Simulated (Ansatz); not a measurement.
**How far is PAW off for BaS?**

```xyz
2
Lattice="-0.1278 3.1299 3.1299 3.1299 -0.1278 3.1299 3.1299 3.1299 -0.1278" Properties=species:S:1:pos:R:3 pbc="T T T"
Ba    0.0000    0.0000    0.0000
S     3.0660    3.0660    3.0660
```

Atom numbers follow the list: Ba1, S2.

The cell is COD entry 9008600, as deposited and not checked against the literature; nothing was relaxed. The listed cell was then made from it by scaling, straining or moving an atom.

No spin–orbit coupling, which matters for the heavy atoms here.

All numbers are computed: DFT, PBE, PAW with Ansatz's default frozen-core files, scalar-relativistic (Ansatz 0.2.0); DFT, PBE, all-electron PAW with datasets made for the crystal, scalar-relativistic (Ansatz 0.2.0); DFT, PBE, all-electron LAPW, scalar-relativistic (Ansatz 0.2.0).

For PAW: a Γ-centred 7×7×7 k mesh, Fermi–Dirac smearing of 0.01 eV, cutoff 420 eV, no spin polarisation. The crystal-made all-electron datasets (AE datasets) take a cutoff of 260 eV at this cell. LAPW targets a basis error of 0.25 meV/atom. The Ansatz runs share mesh, smearing and spin set-up. Plane-wave (PAW) pressures include the program's estimate of the Pulay term.

Stress and pressure are positive in compression.

The change that made this cell: equal xy, yz and zx engineering shear strains of -4 %.

No spin–orbit coupling: at heavy atoms the gradients can be off by tens of per cent for that reason.

```
                                               quantity    PAW  AE datasets   LAPW
                                         pressure (GPa)   0.80         0.80   0.80
                                        stress yz (GPa)   0.65         0.65   0.65
                                        stress xz (GPa)   0.65         0.65   0.65
                                        stress xy (GPa)   0.65         0.65   0.65
                                          band gap (eV)  2.159        2.160  2.160
largest principal field gradient Vzz at Ba1 (10²¹ V/m²)   2.78         2.79      –
 largest principal field gradient Vzz at S2 (10²¹ V/m²)  -0.50        -0.50      –
```

PAW's pressure differs from the LAPW value by about 0.01 GPa or less. Datasets made for the crystal and LAPW share parts of one code, so their agreement isn't an independent check.
